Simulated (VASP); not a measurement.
Write the native input for VASP 6.6.1 that does the following.

```yaml
Task: single point
Functional: r2SCAN
Potentials_or_basis: VASP PAW PBE potentials, release 64 (Ba_sv, Te)
Cutoff: 520 eV
k_mesh: 4 × 4 × 4
Occupations: gaussian, width 0.1 eV
Spin: no spin polarisation
Dipole_correction: no
Further_INCAR_settings: ALGO = Normal; EDIFF = 1e-07; NBANDS = 15
```

BaTe:

```xyz
2
Lattice="0.0000 3.4100 3.4100 3.4100 0.0000 3.4100 3.4100 3.4100 0.0000" Properties=species:S:1:pos:R:3 pbc="T T T"
Ba    0.0000    0.0000    0.0000
Te    3.4100    3.4100    3.4100
```

One way to write it, as run:

POSCAR

```
BaTe
1.0
    0.0000000000      3.4100000000      3.4100000000
    3.4100000000      0.0000000000      3.4100000000
    3.4100000000      3.4100000000      0.0000000000
Ba Te
1 1
Direct
    0.0000000000      0.0000000000      0.0000000000
    0.5000000000      0.5000000000      0.5000000000
```

INCAR.step1

```
PREC = Accurate
ENCUT = 520
ISMEAR = 0
SIGMA = 0.1
LREAL = False
LASPH = True
NELM = 60
NBANDS = 15
GGA = PE
ALGO = Normal
EDIFF = 1E-4
LWAVE = True
LCHARG = False
```

INCAR.step2

```
PREC = Accurate
ENCUT = 520
EDIFF = 1E-7
ISMEAR = 0
SIGMA = 0.1
LREAL = False
LASPH = True
NELM = 60
ALGO = Normal
ISIF = 2
LWAVE = False
LCHARG = False
METAGGA = R2SCAN
LMIXTAU = True
NBANDS = 15
ISTART = 1
```

KPOINTS

```
regular mesh
0
Gamma
  4 4 4
```

Potentials or basis: VASP PAW PBE potentials, release 64 (Ba_sv, Te).

The run is started by

```console
$ cat potpaw_PBE.64/Ba_sv/POTCAR potpaw_PBE.64/Te/POTCAR > POTCAR
$ cp INCAR.step1 INCAR
$ mpirun -np 1 vasp_std > vasp.out
$ cp INCAR.step2 INCAR
$ mpirun -np 1 vasp_std > vasp.out
```

Results of the run:

* Pressure: 4.6 GPa
* Band gap on the k mesh: 1.68 eV, indirect (least direct gap 2.06 eV)

Caveat: the PAW data sets were made with another functional, which shifts forces and pressure a little; spin-orbit coupling is left out, which moves the levels of the heavy elements.

It took 27 s on 1 thread of Intel(R) Xeon(R) 6975P-C (Granite Rapids) (shared host), peak memory 0.21 GiB.
